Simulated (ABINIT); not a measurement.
# RbBr (Fm-3m): a self-consistent loop beyond G0W0, cycle by cycle

Wanted: G0W0 and self-consistent gaps of RbBr (Fm-3m), with the cost of the cycles.

Main program and level: ABINIT 10.8.3; PBE and many-body steps on it, plane waves.

The database entry behind the starting cell differs from later determinations by our own check (about 0.5 % short), so it need not match the best structure at ambient conditions.

## (1) Starting point

The structure is cubic, space group Fm-3m (No. 225). The conventional cell has a = 6.854 Å, b = 6.854 Å, c = 6.854 Å, α = 90.00°, β = 90.00°, γ = 90.00°. Nearest to Rb lie 6 Br at 3.43 Å. Br has 6 Rb at 3.43 Å nearest. Farther neighbours and most contacts between anions are not listed.

The cell and positions come from the Crystallography Open Database and are kept as given unless a step says otherwise.

## (2) Empty states on the mesh, 4×4×4 mesh, 45 bands

This step: ABINIT 10.8.3; DFT, PBE, plane waves, norm-conserving pseudopotentials.

The sums over transitions need many empty states on a uniform mesh; this step solves for them.

Input file run.abi:

```
acell 3*1.0 Angstrom
rprim 
  0.000000000000 3.427000000000 3.427000000000
  3.427000000000 0.000000000000 3.427000000000
  3.427000000000 3.427000000000 -0.000000000000
ntypat 2
znucl 37 35
natom 2
typat 1 2
xred 
  0.000000000000 0.000000000000 0.000000000000
  0.500000000000 0.500000000000 0.500000000000
pp_dirpath "pseudos"
pseudos "Rb.upf, Br.upf"
ecut 19
ngkpt 4 4 4
nshiftk 1
shiftk 0 0 0
kptopt 1
chksymbreak 0
iscf -2
irdden 1
istwfk *1
nband 45
nbdbuf 4
tolwfr 1e-09
nstep 60
prtvol 0
indata_prefix "in"
outdata_prefix "out"
tmpdata_prefix "tmp"
```

On the command line:

```
OMP_NUM_THREADS=1 mpirun -n 4 abinit run.abi > log
```

Numbers of over 12 decimals in the logs are rounded to 6 here.

Log:

```text
.Version 10.8.3 of ABINIT. v10.8.2 released Aug 2026.

 Symmetries : space group Fm -3 m (#225); Bravais cF (face-center cubic)
[... echo of the input left out ...]
== DATASET  1 ==================================================================
-   mpi_nproc: 4, omp_nthreads: 1 (-1 if OMP is not activated)

--- !DatasetInfo
iteration_state: {dtset: 1, }
dimensions: {natom: 2, nkpt: 8, mband: 45, nsppol: 1, nspinor: 1, nspden: 1, mpw: 2180, }
cutoff_energies: {ecut:  19.0, pawecutdg:  -1.0, }
[...]
0.66358    0.66358    0.70845    0.80132    0.80132    0.80132    0.81304    0.81304
   0.89193    0.89193    0.89193    0.91750    1.07947    1.07947    1.07947    1.11385
   1.11385    1.11385    1.14862    1.18880    1.18921
 prteigrs : prtvol=0 or 1, do not print more k-points.

== END DATASET(S) ==============================================================
================================================================================

 -outvars: echo values of variables after computation  --------
            nband          45
             nkpt           8
          spgroup         225
 [... the other variables as echoed above ...]

 Calculation completed.
```

It took 5.7 s on 4 MPI ranks of Arm Neoverse V2, shared host; peak memory 0.26 GiB.

This step gave:

* gap: 4.364 eV
* k of the valence top: 0, 0, 0
* k of the conduction bottom: 0, 0, 0
* least direct gap: 4.364 eV
* k points computed: 8
* lowest point of the top converged band, above the valence top: 29.81 eV

On this mesh the gap is 4.364 eV.

The density comes from a self-consistent run that is not shown.

## (3) Screening, 4×4×4 mesh, 41 bands, screening to 87.1 eV

The RPA dielectric matrix is built and inverted for each q.

This step: RPA screening on PBE, plane waves, norm-conserving pseudopotentials.

run.abi, as its differences from that of step 2:

```diff
@@ -20,10 +20,11 @@
 chksymbreak 0
-iscf -2
-irdden 1
 istwfk *1
-nband 45
-nbdbuf 4
-tolwfr 1e-09
-nstep 60
-prtvol 0
+occopt 1
+irdwfk 1
+optdriver 3
+nband 41
+ecuteps 3.2
+inclvkb 2
+awtr 1
+symchi 1
 indata_prefix "in"
```

Log:

```text
.Version 10.8.3 of ABINIT. v10.8.2 released Aug 2026.

 Symmetries : space group Fm -3 m (#225); Bravais cF (face-center cubic)
[... echo of the input left out ...]
== DATASET  1 ==================================================================
-   mpi_nproc: 4, omp_nthreads: 1 (-1 if OMP is not activated)

--- !DatasetInfo
iteration_state: {dtset: 1, }
dimensions: {natom: 2, nkpt: 8, mband: 41, nsppol: 1, nspinor: 1, nspden: 1, mpw: 2180, }
cutoff_energies: {ecut:  19.0, pawecutdg:  -1.0, }
electrons: {nelect:   1.60000000E+01, charge:   0.00000000E+00, occopt:   1.00000000E+00, tsmear:   1.00000000E-02, }

 SCREENING: Calculation of the susceptibility and dielectric matrices

 Based on a program developped by R.W. Godby, V. Olevano, G. Onida, and L. Reining.
 Incorporated in ABINIT by V. Olevano, G.-M. Rignanese, and M. Torrent.
.Using double precision arithmetic ; gwpc =  8

[... cell and pseudopotentials left out ...]
--------------------------------------------------------------------------------

 ==== K-mesh for the wavefunctions ====
 Number of points in the irreducible wedge :     8
[... list of points left out ...]
 Together with 48 symmetry operations and time-reversal symmetry
 yields    64 points in the full Brillouin Zone.

 ==== Q-mesh for the screening function ====
 Number of points in the irreducible wedge :     8
[... list of points left out ...]
 Together with 48 symmetry operations and time-reversal symmetry
 yields    64 points in the full Brillouin Zone.

 setmesh: FFT mesh size selected  =    25x   25x   25
          total number of points  =        15625

 vcoul_init : cutoff-mode = AUXILIARY_FUNCTION
 q-points for optical limit:   1
     1)      0.000010    0.000020    0.000030

- screening: taking advantage of time-reversal symmetry
- Maximum band index for partially occupied states nbvw = 8
- Remaining bands to be divided among processors   nbcw = 33
- Number of bands treated by each node ~8

 Number of electrons calculated from density =   16.0000; Expected =   16.0000
 average of density, n =  0.029454
 r_s =    2.0087
 omega_plasma =   16.5551 [eV]

 calculating chi0 at frequencies [eV] :
  1    0.000000E+00    0.000000E+00
  2    0.000000E+00    1.655507E+01

--------------------------------------------------------------------------------
  q-point number  1        q = ( 0.000000, 0.000000, 0.000000) [r.l.u.]
--------------------------------------------------------------------------------
[... chi0 elements left out ...]
 For q-point:  0.000010 0.000020 0.000030
  dielectric constant =   2.3624
  dielectric constant without local fields =   2.8371

  Average fulfillment of the sum rule on Im[epsilon] for q-point    1 :     56.94  [%]
[... wings left out ...]
  q-point number  2        q = ( 0.250000, 0.000000, 0.000000) [r.l.u.]
--------------------------------------------------------------------------------
[... chi0 elements left out ...]
  Average fulfillment of the sum rule on Im[epsilon] for q-point    2 :     80.39  [%]

 [... 6 further q-points ...]
```

It took 5.2 s on 4 MPI ranks; peak memory 0.45 GiB.

This step gave:

```yaml
eps_infinity_with_local_fields_on_this_mesh_along_the_program_s_q_direction: 2.362
the_same_without_local_fields: 2.837
plasma_frequency: 16.56 eV
plane_waves_in_the_screening_matrix: 169
```

Local fields lower ε∞ by 17 %.

## (4) G0W0

The self-energy is evaluated for the states that the input lists, and the levels follow from it, in one-shot runs by the linearised quasiparticle equation.

This step: G0W0 on PBE, plane waves, norm-conserving pseudopotentials.

run.abi, as its differences from that of step 3:

```diff
@@ -23,8 +23,15 @@
 irdwfk 1
-optdriver 3
+optdriver 4
 nband 41
+gwcalctyp 0
+ecutsigx 19
+symsigma 1
+nkptgw 1
+kptgw 
+  0.0000000000 0.0000000000 0.0000000000
+bdgw 
+  6 12
 ecuteps 3.2
-inclvkb 2
-awtr 1
-symchi 1
+irdscr 1
+ppmodel 1
 indata_prefix "in"
```

Log:

```text
.Version 10.8.3 of ABINIT. v10.8.2 released Aug 2026.

 Symmetries : space group Fm -3 m (#225); Bravais cF (face-center cubic)
[... echo of the input left out ...]
== DATASET  1 ==================================================================
-   mpi_nproc: 4, omp_nthreads: 1 (-1 if OMP is not activated)

--- !DatasetInfo
iteration_state: {dtset: 1, }
dimensions: {natom: 2, nkpt: 8, mband: 41, nsppol: 1, nspinor: 1, nspden: 1, mpw: 2180, }
cutoff_energies: {ecut:  19.0, pawecutdg:  -1.0, }
electrons: {nelect:   1.60000000E+01, charge:   0.00000000E+00, occopt:   1.00000000E+00, tsmear:   1.00000000E-02, }

 SIGMA: Calculation of the GW corrections

 Based on a program developped by R.W. Godby, V. Olevano, G. Onida, and L. Reining.
 Incorporated in ABINIT by V. Olevano, G.-M. Rignanese, and M. Torrent.
.Using double precision arithmetic ; gwpc =  8

[... cell and pseudopotentials left out ...]
--------------------------------------------------------------------------------

 ==== K-mesh for the wavefunctions ====
 Number of points in the irreducible wedge :     8
[... list of points left out ...]
 Together with 48 symmetry operations and time-reversal symmetry
 yields    64 points in the full Brillouin Zone.

 ==== Q-mesh for screening function ====
 Number of points in the irreducible wedge :     8
[... list of points left out ...]
 Together with 48 symmetry operations and time-reversal symmetry
 yields    64 points in the full Brillouin Zone.

 vcoul_init : cutoff-mode = AUXILIARY_FUNCTION
 q-points for optical limit:   1
     1)      0.000010    0.000020    0.000030
 setmesh: FFT mesh size selected  =    36x   36x   36
          total number of points  =        46656

 Number of electrons calculated from density =   16.0000; Expected =   16.0000
 average of density, n =  0.029454
 r_s =    2.0087
 omega_plasma =   16.5551 [eV]

 === KS Band Gaps ===
  >>>> For spin  1
   Minimum direct gap =   4.3636 [eV], located at k-point      :   0.0000  0.0000  0.0000
   Fundamental gap    =   4.3636 [eV], Top of valence bands at :   0.0000  0.0000  0.0000
                                       Bottom of conduction at :   0.0000  0.0000  0.0000
 SIGMA fundamental parameters:
 PLASMON POLE MODEL  1
 number of plane-waves for SigmaX                 2109
 number of plane-waves for SigmaC and W            169
 number of plane-waves for wavefunctions          2109
 number of bands                                    41
 number of independent spin polarizations            1
 number of spinorial components                      1
 number of k-points in IBZ                           8
 number of q-points in IBZ                           8
 number of symmetry operations                      48
 number of k-points in BZ                           64
 number of q-points in BZ                           64
 number of frequencies for dSigma/dE                 9
 frequency step for dSigma/dE [eV]                0.25
 number of omega for Sigma on real axis              0
 max omega for Sigma on real axis  [eV]           0.00
 zcut for avoiding poles [eV]                     0.10

 EPSILON^-1 parameters (SCR file):
 dimension of the eps^-1 matrix on file            169
 dimension of the eps^-1 matrix used               169
 number of plane-waves for wavefunctions          2109
 number of bands                                    41
 number of q-points in IBZ                           8
 number of frequencies                               2
 number of real frequencies                          1
 number of imag frequencies                          1

 matrix elements of self-energy operator (all in [eV])

 Perturbative Calculation

--- !SelfEnergy_ee
iteration_state: {dtset: 1, }
kpoint     : [   0.000,    0.000,    0.000, ]
spin       : 1
KS_gap     :    4.364
QP_gap     :    6.491
Delta_QP_KS:    2.128
data: !SigmaeeData |
     Band     E0 <VxcDFT>   SigX SigC(E0)      Z dSigC/dE  Sig(E)    E-E0       E
        6  -1.042 -12.668 -16.491   2.256   0.820  -0.220 -13.953  -1.284  -2.326
        7  -1.042 -12.668 -16.491   2.256   0.820  -0.220 -13.953  -1.284  -2.326
        8  -1.042 -12.668 -16.491   2.256   0.820  -0.220 -13.953  -1.284  -2.326
        9   3.322  -6.375  -2.894  -2.514   0.872  -0.147  -5.532   0.843   4.165
       10   6.243  -7.381  -3.248  -2.457   0.868  -0.152  -5.926   1.455   7.698
       11   6.243  -7.381  -3.248  -2.457   0.868  -0.152  -5.926   1.455   7.698
       12   6.243  -7.381  -3.248  -2.457   0.868  -0.152  -5.926   1.455   7.698

== END DATASET(S) ==============================================================
================================================================================

 -outvars: echo values of variables after computation  --------
           etotal      0.0000000000E+00
            nband          41
             nkpt           8
          spgroup         225
 [... the other variables as echoed above ...]

 Calculation completed.
```

It took 3 s on 4 MPI ranks; peak memory 0.13 GiB; 11 s of CPU time.

This step gave:

```yaml
g0w0_gap_on_the_points_computed: 6.491 eV
starting_gap_on_the_mesh: 4.364 eV
k_of_the_valence_top: 0, 0, 0
k_of_the_conduction_bottom: 0, 0, 0
z_at_the_valence_top: 0.82
z_at_the_conduction_bottom: 0.872
least_direct_g0w0_gap_on_the_computed_points: 6.491 eV
```

The gap on the mesh goes from 4.36 eV to 6.49 eV, a correction of +2.13 eV.

## (5) QSGW, cycle 1

This step: QSGW on PBE, plane waves, norm-conserving pseudopotentials.

run.abi, as its differences from that of step 4:

```diff
@@ -25,10 +25,24 @@
 nband 41
-gwcalctyp 0
+gwcalctyp 28
 ecutsigx 19
-symsigma 1
-nkptgw 1
+symsigma 0
+nkptgw 8
 kptgw 
   0.0000000000 0.0000000000 0.0000000000
+  0.2500000000 0.0000000000 0.0000000000
+  0.5000000000 0.0000000000 0.0000000000
+  0.2500000000 0.2500000000 0.0000000000
+  0.5000000000 0.2500000000 0.0000000000
+  -0.2500000000 0.2500000000 0.0000000000
+  0.5000000000 0.5000000000 0.0000000000
+  -0.2500000000 0.5000000000 0.2500000000
 bdgw 
-  6 12
+  1 15
+  1 15
+  1 15
+  1 15
+  1 15
+  1 15
+  1 15
+  1 15
 ecuteps 3.2
@@ -36,2 +50,3 @@
 ppmodel 1
+rhoqpmix 0.3
 indata_prefix "in"
```

Log:

```text
.Version 10.8.3 of ABINIT. v10.8.2 released Aug 2026.

 Symmetries : space group Fm -3 m (#225); Bravais cF (face-center cubic)
[... echo of the input left out ...]
== DATASET  1 ==================================================================
-   mpi_nproc: 4, omp_nthreads: 1 (-1 if OMP is not activated)

--- !DatasetInfo
iteration_state: {dtset: 1, }
dimensions: {natom: 2, nkpt: 8, mband: 41, nsppol: 1, nspinor: 1, nspden: 1, mpw: 2180, }
cutoff_energies: {ecut:  19.0, pawecutdg:  -1.0, }
electrons: {nelect:   1.60000000E+01, charge:   0.00000000E+00, occopt:   1.00000000E+00, tsmear:   1.00000000E-02, }

 SIGMA: Calculation of the GW corrections

 Based on a program developped by R.W. Godby, V. Olevano, G. Onida, and L. Reining.
 Incorporated in ABINIT by V. Olevano, G.-M. Rignanese, and M. Torrent.
.Using double precision arithmetic ; gwpc =  8

[... cell and pseudopotentials left out ...]
--------------------------------------------------------------------------------

 ==== K-mesh for the wavefunctions ====
 Number of points in the irreducible wedge :     8
[... list of points left out ...]
 Together with 48 symmetry operations and time-reversal symmetry
 yields    64 points in the full Brillouin Zone.

 ==== Q-mesh for screening function ====
 Number of points in the irreducible wedge :     8
[... list of points left out ...]
 Together with 48 symmetry operations and time-reversal symmetry
 yields    64 points in the full Brillouin Zone.

 vcoul_init : cutoff-mode = AUXILIARY_FUNCTION
 q-points for optical limit:   1
     1)      0.000010    0.000020    0.000030
 setmesh: FFT mesh size selected  =    36x   36x   36
          total number of points  =        46656

 Number of electrons calculated from density =   16.0000; Expected =   16.0000
[...]
QP_gap     :    8.592
Delta_QP_KS:    2.818
data: !SigmaeeData |
     Band     E_DFT   <VxcDFT>   E(N-1)  <Hhartree>   SigX  SigC[E(N-1)]    Z     dSigC/dE  Sig[E(N)]  DeltaE  E(N)_pert E(N)_diago
[...]
--- !SelfEnergy_ee
iteration_state: {dtset: 1, }
kpoint     : [  -0.250,    0.500,    0.250, ]
spin       : 1
KS_gap     :    7.434
QP_gap     :   10.506
Delta_QP_KS:    3.072
data: !SigmaeeData |
     Band     E_DFT   <VxcDFT>   E(N-1)  <Hhartree>   SigX  SigC[E(N-1)]    Z     dSigC/dE  Sig[E(N)]  DeltaE  E(N)_pert E(N)_diago
[...]
14     9.900   -10.549     9.900    20.449    -5.055    -2.623     1.000     0.000    -7.677     2.872    12.772    12.663
       15     9.966    -8.733     9.966    18.699    -3.954    -2.634     1.000     0.000    -6.587     2.145    12.112    12.797

 New Fermi energy :        3.115425E-02 Ha ,    8.477502E-01 eV
 New Exchange energy :    -5.884796E+00 Ha ,   -1.601335E+02 eV

 === QP Band Gaps ===
  >>>> For spin  1
   Minimum direct gap =   6.9111 [eV], located at k-point      :   0.0000  0.0000  0.0000
   Fundamental gap    =   6.9111 [eV], Top of valence bands at :   0.0000  0.0000  0.0000
                                       Bottom of conduction at :   0.0000  0.0000  0.0000

 writing QP data on file : out_QPS

 Convergence of QP corrections
 >>>>> For spin  1 <<<<<
.  kptgw no:  1; Maximum DeltaE = (   3.612   1.072) for band index:  1
.  kptgw no:  2; Maximum DeltaE = (   3.346   1.031) for band index:  1
.  kptgw no:  3; Maximum DeltaE = (   3.188   1.003) for band index:  1
[...]
.  kptgw no:  7; Maximum DeltaE = (   3.330   1.038) for band index:  1
.  kptgw no:  8; Maximum DeltaE = (   3.297   0.975) for band index:  1

== END DATASET(S) ==============================================================
================================================================================

 -outvars: echo values of variables after computation  --------
           etotal      0.0000000000E+00
            nband          41
             nkpt           8
          spgroup         225
 [... the other variables as echoed above ...]

 Calculation completed.
```

Wall time 46 s (4 MPI ranks); peak memory 0.84 GiB.

This step gave:

| Property | Result |
| --- | --- |
| quasiparticle gap on the mesh | 6.911 eV |
| gap of the density functional on the mesh | 4.364 eV |
| k of the valence top | 0, 0, 0 |
| k of the conduction bottom | 0, 0, 0 |
| Z at the valence top | 1 |
| Z at the conduction bottom | 1 |
| least direct quasiparticle gap on the computed points | 6.911 eV |

Against G0W0 in ABINIT (4×4×4 mesh, 41 bands, screening to 87.1 eV, Godby-Needs plasmon pole), the gap moves by +0.420 eV.

(Part 1 of 3 ends here.)

[Paths, hosts, dates, memory and timing lines, banners, echoed tables and standing remarks are left out of the program output.]

[Logs are printed without paths, hosts, clocks, repeated set-up lines and the standing remarks that a program may print on its own settings, such as how far it seeks lower states.]

[Runs of the session that timed out or met a known fault of the program may be left out.]

[Hosts, paths, dates, database ids (printed as entryN), source tags and the programs' standing remarks are cut or masked in the printed files.]

[G0W0 gaps are taken among the corrected bands and points alone; a level outside them can change the order at an edge.]

[Where Ansatz stands beside ABINIT at settings called matched, ABINIT's density can come from a denser mesh and the files from another edition; pairs whose starting gaps differed by over 0.03 eV were left out, so agreement reads better than it is.]
